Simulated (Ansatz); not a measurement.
How far is PAW off for HgSe?

```xyz
2
Lattice="0.0000 3.0360 3.0360 3.0360 0.0000 3.0360 3.0360 3.0360 0.0000" Properties=species:S:1:pos:R:3 pbc="T T T"
Hg    0.0000    0.0000    0.0000
Se    4.5540    4.5540    4.5540
```

Atoms are numbered in the order listed.

The conventional cell has a = 6.072 Å, b = 6.072 Å, c = 6.072 Å, α = 90.00°, β = 90.00°, γ = 90.00°. Around Hg (atom 1) lie 4 Se at 2.63 Å. Around Se (atom 2) lie 4 Hg at 2.63 Å.

The cell is COD entry 1538962, as deposited and not checked against the literature; nothing was relaxed.

Spin–orbit coupling is left out, though it moves levels of the heavy atoms by tenths of an eV or more.

Levels of theory: DFT, PBE, PAW with Ansatz's default frozen-core files, scalar-relativistic (Ansatz 0.2.0); DFT, PBE, all-electron PAW with datasets made for the crystal, scalar-relativistic (Ansatz 0.2.0); DFT, PBE, all-electron LAPW, scalar-relativistic (Ansatz 0.2.0).

For PAW: a Γ-centred 9×9×9 k mesh, Fermi–Dirac smearing of 0.02 eV, cutoff 420 eV, no spin polarisation. The crystal-made all-electron datasets (AE datasets) take a cutoff of 240 eV at this cell. LAPW targets a basis error of 0.25 meV/atom. The Ansatz runs share mesh, smearing and spin set-up. Plane-wave (PAW) pressures include the program's estimate of the Pulay term.

Stress and pressure are positive in compression.

Levels count from the Fermi level.

```tsv
quantity	PAW	AE datasets	LAPW
pressure (GPa)	4.91	4.91	4.91
highest filled level at Γ (eV)	-0.014	-0.014	-0.014
lowest empty level at Γ (eV)	5.480	5.480	5.480
highest filled level at W (eV)	-2.451	-2.450	-2.450
lowest empty level at W (eV)	3.624	3.625	3.625
highest filled level at K (eV)	-1.912	-1.912	-1.912
lowest empty level at K (eV)	2.930	2.931	2.931
```

PAW's pressure differs from the LAPW value by about 0.01 GPa or less.
